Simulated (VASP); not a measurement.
# GaSb (F-43m) in VASP: notebook

One crystal, GaSb, is run at these levels: PBEsol; tasks: relaxation of cell and atoms.

Program: VASP 6.6.1. These are calculated values, not measurements. Logs are shortened: lines on timing, memory, paths and dates and some standing lists are left out, and cuts for length are marked.

### Step 1. The crystal as given

It takes space group F-43m (No. 216, cubic). Conventional cell: a = 6.118 Å, b = 6.118 Å, c = 6.118 Å, α = 90.00°, β = 90.00°, γ = 90.00°. Ga (site symmetry -43m) is surrounded by 4 Sb at 2.65 Å. Sb (site symmetry -43m) has 4 Ga at 2.65 Å as nearest neighbours.

### Step 2. Relaxation of cell and atoms, PBEsol

Input file INCAR:

```
  ALGO = Normal
  EDIFF = 1E-7
  EDIFFG = -0.002
  ENCUT = 520
  GGA = PS
  IBRION = 2
  ISIF = 3
  ISMEAR = 0
  LASPH = T
  LCHARG = F
  LREAL = F
  LWAVE = F
  NELM = 80
  NSW = 80
  PREC = Accurate
  SIGMA = 0.02
```

Input file KPOINTS:

```
k-points
0
Gamma
  10 10 10
```

Input file POSCAR:

```
GaSb
1.0
    0.0000000000      3.0590000000      3.0590000000
    3.0590000000      0.0000000000      3.0590000000
    3.0590000000      3.0590000000      0.0000000000
Ga Sb
1 1
Direct
    0.0000000000      0.0000000000      0.0000000000
    0.2500000000      0.2500000000      0.2500000000
```

Potentials or basis: VASP PAW PBE potentials, release 64 (Ga_d, Sb).

On the command line:

```console
cat potpaw_PBE.64/Ga_d/POTCAR potpaw_PBE.64/Sb/POTCAR > POTCAR
mpirun -np 1 vasp_std > vasp.out
```

OUTCAR:

```text
EDIFF = 1E-7
   EDIFFG = -0.002
   ENCUT = 520
   GGA = PS
   IBRION = 2
   ISIF = 3
   ISMEAR = 0
   LASPH = T
   LREAL = F
   NELM = 80
   NSW = 80
   PREC = Accurate

 ion  position               nearest neighbor table
   1  0.000  0.000  0.000-   2 2.65   2 2.65   2 2.65   2 2.65
   2  0.250  0.250  0.250-   1 2.65   1 2.65   1 2.65   1 2.65

  LATTYP: Found a face centered cubic cell.
 ALAT       =     6.1180000000

  Lattice vectors:

 A1 = (   0.0000000000,   3.0590000000,   3.0590000000)
 A2 = (   3.0590000000,   0.0000000000,   3.0590000000)
 A3 = (   3.0590000000,   3.0590000000,   0.0000000000)

Analysis of symmetry for initial positions (statically):
=====================================================================
 Subroutine PRICEL returns:
 Original cell was already a primitive cell.

 Routine SETGRP: Setting up the symmetry group for a
 face centered cubic supercell.

 Subroutine GETGRP returns: Found 24 space group operations
 (whereof 24 operations were pure point group operations)
 out of a pool of 48 trial point group operations.

The static configuration has the point symmetry T_d .

Analysis of symmetry for dynamics (positions and initial velocities):
=====================================================================
 Subroutine PRICEL returns:
 Original cell was already a primitive cell.

 Routine SETGRP: Setting up the symmetry group for a
 face centered cubic supercell.

 Subroutine GETGRP returns: Found 24 space group operations
 (whereof 24 operations were pure point group operations)
 out of a pool of 48 trial point group operations.

The dynamic configuration has the point symmetry T_d .

 Subroutine INISYM returns: Found 24 space group operations
 (whereof 24 operations are pure point group operations),
 and found     1 'primitive' translations

----------------------------------------------------------------------------------------

                                     Primitive cell

  volume of cell :      57.2491

  direct lattice vectors                    reciprocal lattice vectors
     0.000000000  3.059000000  3.059000000    -0.163452109  0.163452109  0.163452109
     3.059000000  0.000000000  3.059000000     0.163452109 -0.163452109  0.163452109
     3.059000000  3.059000000  0.000000000     0.163452109  0.163452109 -0.163452109

  length of vectors
     4.326079287  4.326079287  4.326079287     0.283107357  0.283107357  0.283107357

  position of ions in fractional coordinates (direct lattice)
[... 96 lines left out ...]
   IALGO  =     38    algorithm
   IMIX   =      4    mixing-type and parameters
     AMIX     =   0.40;   BMIX     =  1.00
     AMIX_MAG =   1.60;   BMIX_MAG =  1.00
  volume/ion in A,a.u.               =      28.62       193.17
  Fermi-wavevector in a.u.,A,eV,Ry     =   1.113208  2.103657 16.860766  1.239231
  Thomas-Fermi vector in A             =   2.249790
   LORBIT       =      0    0 simple, 1 ext, 2 COOP (PROOUT), +10 PAW based schemes
   GGA     = PS    functional components
   LHFCALC =     F    Hartree Fock is set to
   AEXX    =    0.0000 exact exchange contribution
   IVDW    =     0    specifies the selected vdW correction
   LEPSILON=     F    determine dielectric tensor
   LRPA    =     F    only Hartree local field effects (RPA)
 conjugate gradient relaxation of ions
 non-spin polarized calculation
 Gauss-broadening in eV      SIGMA  =   0.02
  energy-cutoff  :      520.00
  volume of cell :       57.25
 maximum number of plane-waves:      1572
   NGX = 17   NGY = 17   NGZ = 17

--------------------------------------- Ionic step        1  -------------------------------------------

 number of electron      17.9999986 magnetization

 Free energy of the ion-electron system (eV)
  ---------------------------------------------------
  ext. energy  EPLUGINS =         0.00000000
  ---------------------------------------------------
  free energy    TOTEN  =        -8.15340591 eV

  energy without entropy =       -8.15337107  energy(sigma->0) =       -8.15338849

------------------------ aborting loop because EDIFF is reached ----------------------------------------

  FORCE on cell =-STRESS in cart. coord.  units (eV):
  Direction    XX          YY          ZZ          XY          YZ          ZX
  --------------------------------------------------------------------------------------
  -------------------------------------------------------------------------------------
  Total       -0.0230145     -0.0230145     -0.0230145      0.0000000      0.0000000      0.0000000
  in kB       -0.6440870     -0.6440870     -0.6440870      0.0000000      0.0000000      0.0000000
  external PRESSURE =      -0.6440870 kB  Pullay stress =       0.0000000 kB
[... 59 lines left out ...]
--------------------------------------- Ionic step        3  -------------------------------------------

 number of electron      17.9999986 magnetization

 Free energy of the ion-electron system (eV)
  ---------------------------------------------------
  ext. energy  EPLUGINS =         0.00000000
  ---------------------------------------------------
  free energy    TOTEN  =        -8.15342297 eV

  energy without entropy =       -8.15338703  energy(sigma->0) =       -8.15340500

 E-fermi :   4.7542     XC(G=0):  -9.2726

 val. band max:        4.7451225425   @ k =   0.0000   0.0000   0.0000
 cond. band min:       5.0944795436   @ k =   0.5000   0.0000   0.0000
 fundamental gap:      0.3493570011
 Fermi energy:         4.7541839510

 k-point     1 :       0.0000    0.0000    0.0000
  band No.  band energies     occupation
      1     -10.2548      2.00000
      2     -10.2548      2.00000
      3     -10.2548      2.00000
      4     -10.2042      2.00000
      5     -10.2042      2.00000
      6      -6.7687      2.00000
      7       4.7445      1.50730
      8       4.7445      1.50720
      9       4.7445      1.50720
     10       4.7451      1.47831
     11       7.5019      0.00000
     12       7.5019      0.00000
     13       7.5019      0.00000
[... 354 lines left out ...]
  band No.  band energies     occupation
      1     -10.2916      2.00000
      2     -10.2360      2.00000
      3     -10.2354      2.00000
      4     -10.2128      2.00000
      5     -10.2012      2.00000
      6      -5.1533      2.00000
      7      -0.8632      2.00000
      8       2.2259      2.00000
      9       2.5467      2.00000
     10       5.9192      0.00000
     11       6.9687      0.00000
     12      10.8999      0.00000
     13      11.4289      0.00000

 [... further k-points ...]
[... 5 lines left out ...]
  --------------------------------------------------------------------------------------
  -------------------------------------------------------------------------------------
  Total       -0.0032269     -0.0032269     -0.0032269      0.0000000     -0.0000000     -0.0000000
  in kB       -0.0904313     -0.0904313     -0.0904313      0.0000000     -0.0000000     -0.0000000
  external PRESSURE =      -0.0904313 kB  Pullay stress =       0.0000000 kB
[... 17 lines left out ...]
  FREE ENERGIE OF THE ION-ELECTRON SYSTEM (eV)
  ---------------------------------------------------
  free  energy   TOTEN  =        -8.1534229737 eV

  energy  without entropy=       -8.1533870283  energy(sigma->0) =       -8.15340500

 reached required accuracy - stopping structural energy minimisation
```

CONTCAR:

```text
GaSb
   1.00000000000000
     0.0000000000000000    3.0576015581805032    3.0576015581805032
     3.0576015581805032    0.0000000000000000    3.0576015581805032
     3.0576015581805032    3.0576015581805032    0.0000000000000000
  Ga              Sb
     1     1
Direct
     0.0000000000000000    0.0000000000000000    0.0000000000000000
     0.2500000000000000    0.2500000000000000    0.2500000000000000

  0.00000000E+00  0.00000000E+00  0.00000000E+00
  0.00000000E+00  0.00000000E+00  0.00000000E+00
```

Wall time 40 s (1 thread of Intel Xeon Platinum 8259CL at 2.50GHz (Skylake/Cascade Lake), shared host); peak memory 0.2 GiB.

What came out:

| Property | Result |
| --- | --- |
| Free energy | -8.1534 eV |
| Relaxed volume | 28.59 Å³/atom |
| Relaxed cell | a = 4.324 Å, b = 4.324 Å, c = 4.324 Å, α = 60.00°, β = 60.00°, γ = 60.00° |
| Space group after relaxing (to 0.05 Å) | F-43m (No. 216) |
| Energy gained by relaxing | 0.0 meV/atom |
| Ionic steps | 3 |
| Pressure after relaxing | 0.0 GPa |
| Band gap on the k mesh | none (metal or under the smearing width) |

Final structure:
```
Ga Sb
1.0
     0.00000    3.05760    3.05760
     3.05760    0.00000    3.05760
     3.05760    3.05760    0.00000
Ga Sb
1 1
Direct
  0.00000 0.00000 0.00000
  0.25000 0.25000 0.25000
```

Levels at points of the mesh, in eV from the Fermi level:
```csv
k point,band 5,band 6,band 7,band 8,band 9,band 10,band 11,band 12,band 13
"(0.00, 0.00, 0.00)",-14.96,-11.52,-0.01,-0.01,-0.01,-0.01,2.75,2.75,2.75
"(0.50, 0.00, 0.00)",-14.96,-9.89,-6.41,-1.17,-1.17,0.34,3.71,3.71,6.31
"(0.50, 0.50, 0.00)",-14.95,-9.06,-6.85,-2.60,-2.60,0.83,1.15,8.67,8.67
```

Caveat: the PAW data sets were made with another functional, which shifts forces and pressure a little; this crystal is a semiconductor, whose small gap the functional closes, so the metal is an error of the method. Spin-orbit coupling is left out, which matters for the levels of Sb.

### Step 3. Relaxation of cell and atoms, PBEsol

INCAR is that of step 2.

KPOINTS is that of step 2.

Input file POSCAR:

```
GaSb                                    
1.0
    0.0000000000      3.0576015582      3.0576015582
    3.0576015582      0.0000000000      3.0576015582
    3.0576015582      3.0576015582      0.0000000000
  Ga              Sb            
     1     1
Direct
     0.0000000000000000    0.0000000000000000    0.0000000000000000
     0.2500000000000000    0.2500000000000000    0.2500000000000000
```

Potentials or basis: VASP PAW PBE potentials, release 64 (Ga_d, Sb).

On the command line:

```console
cat potpaw_PBE.64/Ga_d/POTCAR potpaw_PBE.64/Sb/POTCAR > POTCAR
mpirun -np 1 vasp_std > vasp.out
```

It took 22 s on 1 thread of Intel Xeon Platinum 8259CL at 2.50GHz (Skylake/Cascade Lake), shared host; peak memory 0.2 GiB.

It converged, with:

```
Free energy             : -8.1534 eV
Pressure after relaxing : 0.0 GPa
Band gap on the k mesh  : none (metal or under the smearing width)
```

Final structure:
```yaml
crystal:
  lattice:
    - [0.00000, 3.05760, 3.05760]
    - [3.05760, 0.00000, 3.05760]
    - [3.05760, 3.05760, 0.00000]
  atoms:
    - { symbol: Ga, position: [0.00000, 0.00000, 0.00000] }
    - { symbol: Sb, position: [0.25000, 0.25000, 0.25000] }
```

Levels at points of the mesh, in eV from the Fermi level:
```tsv
k point	band 5	band 6	band 7	band 8	band 9	band 10	band 11	band 12	band 13
(0.00, 0.00, 0.00)	-14.96	-11.52	-0.01	-0.01	-0.01	-0.01	2.75	2.75	2.75
(0.50, 0.00, 0.00)	-14.96	-9.89	-6.41	-1.17	-1.17	0.34	3.71	3.71	6.31
(0.50, 0.50, 0.00)	-14.95	-9.06	-6.85	-2.60	-2.60	0.83	1.15	8.67	8.67
```

Caveat: the relaxation stopped at its first step, so nothing moved; the PAW data sets were made with another functional, which shifts forces and pressure a little; this crystal is a semiconductor, whose small gap the functional closes, so the metal is an error of the method.
